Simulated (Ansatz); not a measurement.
NaI in the zincblende structure, relaxed with r2SCAN: 7 runs in Ansatz 0.2.0, each a construction of maximally localised Wannier functions. It is cubic, F-43m (No. 216); a = 7.086 Å in the conventional setting, 44.48 Å³ an atom. Na has 4 I at 3.07 Å; I has 4 Na at 3.07 Å. These are computed values for a spin-unpolarised cell that may be hypothetical; none is a measurement.

```
Na I
1.0
     0.00000    3.54319    3.54319
     3.54319    0.00000    3.54319
     3.54319    3.54319    0.00000
Na I
1 1
Direct
  0.00000 0.00000 0.00000
  0.25000 0.25000 0.25000
```

Windows count from the top of the filled bands; a dash means that no such window was set (without an outer window there is no disentanglement).

```tsv
functional	SCF mesh	trial orbitals	functions	mesh	window (eV)	frozen (eV)	Ω total (Å²)	Ω invariant (Å²)	largest spread (Å²)	least projectability	interpolation miss of the model's filled bands (eV, to the nearest computed level)
PBE	6×6×6	I s, I p	4	4×4×4	–	–	6.37	5.28	1.59	0.98	0.015
PBE	6×6×6	I s, I p	4	6×6×6	–	–	6.60	5.50	1.65	0.98	0.002
PBE	6×6×6	I p	3	4×4×4	–	–	6.43	6.39	2.14	0.98	0.015
r2SCAN	6×6×6	I s, I p	4	4×4×4	–	–	6.30	5.18	1.58	0.99	0.012
HSE06	4×4×4	I s, I p	4	4×4×4	–	–	6.26	5.15	1.56	0.99	–
```

Question: Estimate from these rows what the further settings give.
```csv
functional,SCF mesh,trial orbitals,functions,mesh,window (eV),frozen (eV)
r2SCAN,6×6×6,I p,3,4×4×4,–,–
HSE06,4×4×4,I p,3,4×4×4,–,–
```

Answer:
```
functional  SCF mesh  trial orbitals  functions   mesh  window (eV)  frozen (eV)  Ω total (Å²)  Ω invariant (Å²)  largest spread (Å²)  least projectability  interpolation miss of the model's filled bands (eV, to the nearest computed level)
    r2SCAN     6×6×6             I p          3  4×4×4            –            –          6.35              6.31                 2.12                  0.98                                                                               0.014
     HSE06     4×4×4             I p          3  4×4×4            –            –          6.32              6.28                 2.11                  0.98                                                                                   –
```

A dash in the last column means that the miss wasn't evaluated.

For I s, I p with PBE the spread goes 6.37 Å² (4×4×4), 6.60 Å² (6×6×6): finite differences on a coarse mesh understate it.

No spin-orbit coupling is included; it can move band edges with weight on the heavy atoms by tenths of an eV.
